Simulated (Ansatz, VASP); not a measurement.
## CdTe in VASP and in Ansatz

```
Cd Te
1.0
     0.00000    3.26786    3.26786
     3.26786    0.00000    3.26786
     3.26786    3.26786    0.00000
Cd Te
1 1
Cartesian
  0.0000 0.0000 0.0000
  4.9018 4.9018 4.9018
```

Change from the starting cell: volume scaled by 1.06.

Alike in both runs: task single point; functional PBE; k mesh 9 × 9 × 9; occupations fermi-dirac, width 0.08 eV; no spin polarisation.

|  | VASP | Ansatz |
| --- | --- | --- |
| version | VASP 6.6.1 | Ansatz 0.2.0 |
| potentials or method | VASP PAW PBE potentials, release 64 (Cd, Te), cutoff 520 eV | all-electron LAPW, scalar-relativistic |

```csv
,VASP,Ansatz,Ansatz less VASP
pressure (GPa),1.6,1.5,-0.11
```

Ansatz ran all-electron here, so the differences hold the error of VASP's frozen core and of both bases.
